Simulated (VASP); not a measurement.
# BaTiO3 (R3m) in VASP: a series of runs

Runs on BaTiO3. Level: r2SCAN. Tasks: relaxation of shape and atoms at fixed volume.

Program: VASP 6.6.1. These are calculated values, not measurements. Logs are shortened: lines on timing, memory, paths and dates and some standing lists are left out, and cuts for length are marked.

**1. The crystal as given**

It takes space group R3m (No. 160, trigonal). Conventional cell: a = 5.697 Å, b = 5.697 Å, c = 7.010 Å, α = 90.00°, β = 90.00°, γ = 120.00°. Around Ba (site symmetry 3m) lie 12 O at 2.79 to 2.93 Å. Around Ti (site symmetry 3m) lie 6 O at 1.88 to 2.16 Å. O (site symmetry m) is surrounded by 2 Ti at 1.88 to 2.16 Å.

**2. Relaxation of shape and atoms at fixed volume, r2SCAN (a relaxed cell with its volume scaled by 0.96)**

INCAR

```
SYSTEM = BaTiO3
ALGO     = Normal         ! electronic algorithm
EDIFF    = 1E-7           ! SCF threshold, eV
EDIFFG   = -0.01          ! ionic threshold
ENCUT    = 600            ! plane-wave cutoff, eV
IBRION   = 2              ! ionic algorithm
ISIF     = 4              ! what is computed and relaxed
ISMEAR   = 0              ! smearing method
KPAR     = 2            
LASPH    = .TRUE.         ! aspherical terms in the spheres
LCHARG   = .FALSE.        ! write CHGCAR
LMIXTAU  = .TRUE.       
LREAL    = .FALSE.        ! projectors in reciprocal space
LWAVE    = .FALSE.        ! write WAVECAR
METAGGA  = R2SCAN         ! meta-GGA
NELM     = 80             ! most SCF steps
NSW      = 40             ! ionic steps
PREC     = Accurate       ! precision mode
SIGMA    = 0.03           ! smearing width, eV
```

KPOINTS

```
k-points
0
G
  9 9 7
  0 0 0
```

POSCAR

```
BaTiO3                                  
1.0
    2.8099266906      1.6223119312      2.3050563379
   -2.8099266906      1.6223119312      2.3050563379
    0.0000000000     -3.2446238624      2.3050563379
  Ba              Ti              O             
     1     1     3
Direct
     0.9975455690696762    0.9975455690696762    0.9975455690696762
     0.4843201647741750    0.4843201647741750    0.4843201647741750
     0.5092703481832136    0.5092703481832136    0.0187935697897123
     0.0187935697897123    0.5092703481832136    0.5092703481832136
     0.5092703481832136    0.0187935697897123    0.5092703481832136
```

Potentials or basis: VASP PAW PBE potentials, release 64 (Ba_sv, Ti_sv, O).

Launch:

```console
cat potpaw_PBE.64/Ba_sv/POTCAR potpaw_PBE.64/Ti_sv/POTCAR potpaw_PBE.64/O/POTCAR > POTCAR
mpirun -np 2 vasp_std > vasp.out
```

OUTCAR:

```text
SYSTEM = BaTiO3
   EDIFF = 1E-7
   EDIFFG = -0.01
   ENCUT = 600
   IBRION = 2
   ISIF = 4
   ISMEAR = 0
   LASPH = .TRUE.
   LREAL = .FALSE.
   METAGGA = R2SCAN
   NELM = 80
   NSW = 40
   PREC = Accurate

 ion  position               nearest neighbor table
   1  0.998  0.998  0.998-   3 2.75   4 2.75   5 2.75   4 2.81   5 2.81   5 2.81   4 2.81   3 2.81
                             3 2.81   3 2.89   4 2.89   5 2.89   2 3.37   2 3.41   2 3.41   2 3.41
   2  0.484  0.484  0.484-   3 1.86   4 1.86   5 1.86   3 2.13   4 2.13   5 2.13   1 3.37   1 3.41
                             1 3.41   1 3.41   1 3.47   1 3.47   1 3.47   1 3.55
   3  0.509  0.509  0.019-   2 1.86   2 2.13   1 2.75   1 2.81   1 2.81   1 2.89
   4  0.019  0.509  0.509-   2 1.86   2 2.13   1 2.75   1 2.81   1 2.81   1 2.89
   5  0.509  0.019  0.509-   2 1.86   2 2.13   1 2.75   1 2.81   1 2.81   1 2.89

  LATTYP: Found a trigonal (rhomboedric) cell.
 ALAT       =     3.9800588852
 COS(alpha) =     0.0031243688

  Lattice vectors:

 A1 = (   2.8099266906,   1.6223119312,   2.3050563379)
 A2 = (  -2.8099266906,   1.6223119312,   2.3050563379)
 A3 = (   0.0000000000,  -3.2446238624,   2.3050563379)

Analysis of symmetry for initial positions (statically):
=====================================================================
 Subroutine PRICEL returns:
 Original cell was already a primitive cell.

 Routine SETGRP: Setting up the symmetry group for a
 trigonal (rhombohedral) supercell.

 Subroutine GETGRP returns: Found  6 space group operations
 (whereof  6 operations were pure point group operations)
 out of a pool of 12 trial point group operations.

The static configuration has the point symmetry C_3v.

Analysis of symmetry for dynamics (positions and initial velocities):
=====================================================================
 Subroutine PRICEL returns:
 Original cell was already a primitive cell.

 Routine SETGRP: Setting up the symmetry group for a
 trigonal (rhombohedral) supercell.

 Subroutine GETGRP returns: Found  6 space group operations
 (whereof  6 operations were pure point group operations)
 out of a pool of 12 trial point group operations.

The dynamic configuration has the point symmetry C_3v.

 Subroutine INISYM returns: Found  6 space group operations
 (whereof  6 operations are pure point group operations),
 and found     1 'primitive' translations

----------------------------------------------------------------------------------------

                                     Primitive cell

  volume of cell :      63.0467

  direct lattice vectors                    reciprocal lattice vectors
     2.809926691  1.622311931  2.305056338     0.177940585  0.102734045  0.144609625
    -2.809926691  1.622311931  2.305056338    -0.177940585  0.102734045  0.144609625
     0.000000000 -3.244623862  2.305056338     0.000000000 -0.205468090  0.144609625

  length of vectors
     3.980058885  3.980058885  3.980058885     0.251255009  0.251255009  0.251255009

  position of ions in fractional coordinates (direct lattice)
     0.997545569  0.997545569  0.997545569
     0.484320165  0.484320165  0.484320165
     0.509270348  0.509270348  0.018793570
     0.018793570  0.509270348  0.509270348
     0.509270348  0.018793570  0.509270348

  ion indices of the primitive-cell ions
   primitive index   ion index
                 1           1
                 2           2
                 3           3
                 4           4
                 5           5

----------------------------------------------------------------------------------------

 KPOINTS: k-points

Automatic generation of k-mesh.
 Grid dimensions read from file:
 generate k-points for:    9    9    7

 Generating k-lattice:

  Cartesian coordinates                     Fractional coordinates (reciprocal lattice)
     0.019771176  0.011414894  0.016067736     0.111111111 -0.000000000  0.000000000
    -0.019771176  0.011414894  0.016067736    -0.000000000  0.111111111  0.000000000
     0.000000000 -0.029352584  0.020658518     0.000000000  0.000000000  0.142857143

  Length of vectors
     0.027917223  0.027917223  0.035893573

  Shift w.r.t. Gamma in fractional coordinates (k-lattice)
[... 11 lines left out ...]
|     Your reciprocal lattice and k-lattice belong to different lattice       |
|     classes:                                                                |
|                                                                             |
|        The reciprocal lattice is rhombohedral (trigonal),                   |
|        whereas your k-lattice is base-centered monoclinic.                  |
|                                                                             |
|     Results are often still useful ...                                      |
|                                                                             |
 -----------------------------------------------------------------------------

 WARNING: IBZKPT: internal override: KBLOWUP is changed to .FALSE.
      ... skipping the blow-up phase ...

 Subroutine IBZKPT returns following result:
 ===========================================

 Found    160 irreducible k-points:

 Following reciprocal coordinates:
            Coordinates               Weight
  0.000000  0.000000  0.000000      1.000000
  0.111111  0.000000  0.000000      4.000000
  0.222222  0.000000  0.000000      4.000000
  0.333333 -0.000000 -0.000000      4.000000
  0.444444  0.000000  0.000000      4.000000
  0.111111  0.111111  0.000000      2.000000
[... 16 lines left out ...]
 -0.333333  0.333333  0.000000      2.000000
  0.444444  0.444444  0.000000      2.000000
 [... further k-points ...]
   k-points           NKPTS =    160   k-points in BZ     NKDIM =    160   number of bands    NBANDS=     24
   number of dos      NEDOS =    301   number of ions     NIONS =      5
   total plane-waves  NPLWV =  32768
   dimension x,y,z NGX =    32 NGY =   32 NGZ =   32
   dimension x,y,z NGXF=    64 NGYF=   64 NGZF=   64
   ions per type =               1   1   3
   NGX,Y,Z   is equivalent  to a cutoff of  13.37, 13.37, 13.37 a.u.
   NGXF,Y,Z  is equivalent  to a cutoff of  26.73, 26.73, 26.73 a.u.
 SYSTEM =  BaTiO3
   PREC   = accura    normal or accurate (medium, high low for compatibility)
   ISTART =      0    job   : 0-new  1-cont  2-samecut
   ICHARG =      2    charge: 1-file 2-atom 10-const
   ISPIN  =      1    spin polarized calculation?
   LNONCOLLINEAR =      F non collinear calculations
   LSORBIT =      F    spin-orbit coupling
   LASPH  =      T    aspherical Exc in radial PAW
   ENCUT  =  600.0 eV  44.10 Ry    6.64 a.u.   7.95  7.95  7.95*2*pi/ulx,y,z
   NELM   =     80;   NELMIN=  2; NELMDL= -5     # of ELM steps
   EDIFF  = 0.1E-06   stopping-criterion for ELM
   LREAL  =      F    real-space projection
   EDIFFG = -.1E-01   stopping-criterion for IOM
   NSW    =     40    number of steps for IOM
   IBRION =      2    ionic relax: 0-MD 1-quasi-New 2-CG
   NFREE  =      1    steps in history (QN), initial steepest desc. (CG)
   ISIF   =      4    stress and relaxation
   ISYM   =      2    0-nonsym 1-usesym 2-fastsym
   POTIM  = 0.5000    time-step for ionic-motion
   TEBEG  =    0.0;   TEEND  =   0.0 temperature during run
   PSTRESS=    0.0 pullay stress
   NELECT =      40.0000    total number of electrons
   NUPDOWN=      -1.0000    fix difference up-down
   EMIN   =  10.00;   EMAX   =-10.00  energy-range for DOS
   EFERMI =   0.00;   METHOD = LEGACY
   ISMEAR =     0;   SIGMA  =   0.03  broadening in eV -4-tet -1-fermi 0-gaus
   EFERMI_NEDOS =   21; number of points for ismear=-14 and -15
   IALGO  =     38    algorithm
   IMIX   =      4    mixing-type and parameters
     AMIX     =   0.40;   BMIX     =  1.00
     AMIX_MAG =   1.60;   BMIX_MAG =  1.00
  volume/ion in A,a.u.               =      12.61        85.09
  Fermi-wavevector in a.u.,A,eV,Ry     =   1.406719  2.658314 26.924014  1.978859
  Thomas-Fermi vector in A             =   2.529051
   LORBIT       =      0    0 simple, 1 ext, 2 COOP (PROOUT), +10 PAW based schemes
   METAGGA = R2SCAN    functional components
   LHFCALC =     F    Hartree Fock is set to
   AEXX    =    0.0000 exact exchange contribution
   IVDW    =     0    specifies the selected vdW correction
   LEPSILON=     F    determine dielectric tensor
   LRPA    =     F    only Hartree local field effects (RPA)
 conjugate gradient relaxation of ions
 non-spin polarized calculation
 Gauss-broadening in eV      SIGMA  =   0.03
  energy-cutoff  :      600.00
  volume of cell :       63.05
 maximum number of plane-waves:      2123
   NGX = 15   NGY = 15   NGZ = 15

--------------------------------------- Ionic step        1  -------------------------------------------

 number of electron      39.9999999 magnetization

 Free energy of the ion-electron system (eV)
  ---------------------------------------------------
  ext. energy  EPLUGINS =         0.00000000
  ---------------------------------------------------
  free energy    TOTEN  =       -74.21569024 eV

  energy without entropy =      -74.21569024  energy(sigma->0) =      -74.21569024

------------------------ aborting loop because EDIFF is reached ----------------------------------------

  FORCE on cell =-STRESS in cart. coord.  units (eV):
  Direction    XX          YY          ZZ          XY          YZ          ZX
  --------------------------------------------------------------------------------------
  -------------------------------------------------------------------------------------
  Total        3.1057338      3.1057338      2.9069908     -0.0000000      0.0000000      0.0000000
  in kB       78.9246509     78.9246509     73.8740814     -0.0000000      0.0000000      0.0000000
  external PRESSURE =      77.2411277 kB  Pullay stress =       0.0000000 kB
[... 260 lines left out ...]
--------------------------------------- Ionic step        8  -------------------------------------------

 number of electron      40.0000014 magnetization

 Free energy of the ion-electron system (eV)
  ---------------------------------------------------
  ext. energy  EPLUGINS =         0.00000000
  ---------------------------------------------------
  free energy    TOTEN  =       -74.23490781 eV

  energy without entropy =      -74.23490781  energy(sigma->0) =      -74.23490781

 E-fermi :   3.8586     XC(G=0): -12.0065

 val. band max:        3.5861077596   @ k =   0.4444   0.4444   0.4286
 cond. band min:       6.1252516365   @ k =   0.0000   0.0000   0.0000
 fundamental gap:      2.5391438769
 Fermi energy:         3.8586494398

 k-point     1 :       0.0000    0.0000    0.0000
  band No.  band energies     occupation
      1     -54.9912      2.00000
      2     -30.1811      2.00000
      3     -30.1811      2.00000
      4     -30.1801      2.00000
      5     -21.7928      2.00000
      6     -14.2346      2.00000
[... 637 lines left out ...]
     23       8.1283      0.00000
     24       9.0235      0.00000

 [... further k-points ...]
[... 5 lines left out ...]
  --------------------------------------------------------------------------------------
  -------------------------------------------------------------------------------------
  Total        2.1203985      2.1203985      2.1278895      0.0000000      0.0000000      0.0000000
  in kB       53.8847575     53.8847575     54.0751220      0.0000000      0.0000000      0.0000000
  external PRESSURE =      53.9482123 kB  Pullay stress =       0.0000000 kB
[... 20 lines left out ...]
  FREE ENERGIE OF THE ION-ELECTRON SYSTEM (eV)
  ---------------------------------------------------
  free  energy   TOTEN  =       -74.2349078123 eV

  energy  without entropy=      -74.2349078123  energy(sigma->0) =      -74.23490781

 reached required accuracy - stopping structural energy minimisation
```

It took 11 min on 2 MPI ranks of Intel Xeon 6975P-C (Granite Rapids), shared host; peak memory 0.43 GiB.

What came out:

| Quantity | Value |
| --- | --- |
| Free energy | -74.2349 eV |
| Energy gained by relaxing | 3.8 meV/atom |
| Ionic steps | 8 |
| Pressure after relaxing | 5.4 GPa |
| Band gap on the k mesh | 2.54 eV, indirect (least direct gap 2.76 eV) |

Forces in eV/Å, atoms in the order of the input:
```
Ba   0.000  0.000  0.000
Ti   0.000  0.000  0.003
O    0.000  0.001 -0.001
O    0.000  0.000 -0.001
O    0.000  0.000 -0.001
```

Step by step:
```csv
step,energy change (eV),largest force (eV/Å),pressure (GPa)
1,0.0000,0.4626,7.72
2,-0.0155,0.1505,6.20
3,-0.0164,0.1018,5.77
4,-0.0183,0.0669,5.66
5,-0.0189,0.0301,5.54
6,-0.0192,0.0121,5.43
7,-0.0192,0.0125,5.43
8,-0.0192,0.0025,5.39
```

Final structure:
```xyz
5
Lattice="2.8127 1.6239 2.3005 -2.8127 1.6239 2.3005 0.0000 -3.2478 2.3005" Properties=species:S:1:pos:R:3 pbc="T T T"
Ba    0.0000    0.0000    0.0007
Ti    0.0000    0.0000    3.3876
O     0.0000    1.6073    2.3655
O    -1.3920   -0.8037    2.3655
O     1.3920   -0.8037    2.3655
```

Caveat: the PAW data sets were made with another functional, which shifts forces and pressure a little; spin-orbit coupling is left out, which moves the levels of the heavy elements; an odd mesh through Γ misses points on the zone boundary, where band edges often lie.

(Continued in part 2 of 3.)
